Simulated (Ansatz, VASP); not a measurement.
Given: the input of a run of Ansatz 0.2.0 on W.

Contents of input.yaml:

```yaml
crystal:
  lattice:
    - [0.0, 2.0025642044, 2.0025642044]
    - [2.0025642044, 0.0, 2.0025642044]
    - [2.0025642044, 2.0025642044, 0.0]
  atoms:
    - { symbol: W, position: [0.0, 0.0, 0.0] }
hamiltonian:
  xc: pbe
  pseudopotentials: { kind: paw }
kpoints:
  mp_grid: { grid: [11, 11, 11] }
scf:
  occupations: { method: fermi_dirac, width: 0.05 }
output:
  forces: true
  stress: true
  eigenvalues: true
```

Potentials or basis: Ansatz PAW.

Launch:

```console
$ ansatz run input.yaml --threads 1 --pin off --max-ram 3584MiB --backend cpu --events-out ev --progress --plain --runs-dir out
```

Q: Set up the same calculation for VASP 6.6.1. Potentials there: VASP PAW PBE potentials, release 64 (W_sv).

A: As run (the cutoff follows the program's own potentials):

Contents of INCAR:

```
SYSTEM = W
  ALGO = Normal
  EDIFF = 1E-7
  ENCUT = 520
  GGA = PE
  ISIF = 2
  ISMEAR = -1
  LASPH = .TRUE.
  LCHARG = .FALSE.
  LREAL = .FALSE.
  LWAVE = .FALSE.
  NBANDS = 13
  NELM = 60
  PREC = Accurate
  SIGMA = 0.05
```

File KPOINTS:

```
k-points
0
G
  11 11 11
  0 0 0
```

POSCAR

```
W
1.0
    0.0000000000      2.0025642044      2.0025642044
    2.0025642044      0.0000000000      2.0025642044
    2.0025642044      2.0025642044      0.0000000000
W
1
Direct
    0.0000000000      0.0000000000      0.0000000000
```

Potentials or basis: VASP PAW PBE potentials, release 64 (W_sv).

Launch:

```sh
$ cat potpaw_PBE.64/W_sv/POTCAR > POTCAR
$ mpirun -np 1 vasp_std > vasp.out
```

Both were run:

|  | VASP | Ansatz | Ansatz less VASP |
| --- | --- | --- | --- |
| gap on the k mesh at the Fermi level (eV) | none | none | - |
| pressure (GPa) | 7.8 | 7.3 | -0.53 |

A gap of «none» marks a metal or a gap that the smearing closes.

Spin-orbit coupling is left out, which matters for the levels of W.
